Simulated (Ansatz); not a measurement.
# SiRu (P2_13) in Ansatz: equation of state

Aim: energy against volume of SiRu in PBEsol, for its equilibrium volume and stiffness.

Program: Ansatz 0.2.0. These are calculated values, not measurements. Logs are shortened: lines on timing, memory, paths and dates and some standing lists are left out, and cuts for length are marked.

## 1. The crystal as given

Symmetry: P2_13, No. 198, cubic system. Conventional cell: a = 4.709 Å, b = 4.709 Å, c = 4.709 Å, α = 90.00°, β = 90.00°, γ = 90.00°. Around Ru (site symmetry 3) lie 7 Si at 2.38 to 2.70 Å. Si (site symmetry 3) is surrounded by 7 Ru at 2.38 to 2.70 Å.

The cell comes from a database or a generator and needn't be the stable form of this composition.

## 2. Equation of state, PBEsol

Potentials or basis: all-electron LAPW, scalar-relativistic.

This step only gathers the single runs of the series.

What came out:

```
Equilibrium volume                        : 12.93 Å³/atom
Bulk modulus at fixed shape and positions : 263 GPa
Pressure derivative of the bulk modulus   : 4.6
```

Energy against volume, from the lowest point:
```tsv
volume (Å³/atom)	energy (meV/atom)
12.266	29.51
12.527	9.76
12.788	0.29
13.049	0.00
13.310	7.92
13.571	23.16
13.832	44.95
```

Caveat: the cell was scaled at fixed shape and fractional positions, which overstates the stiffness of a crystal with free parameters, most of all of layers and chains.
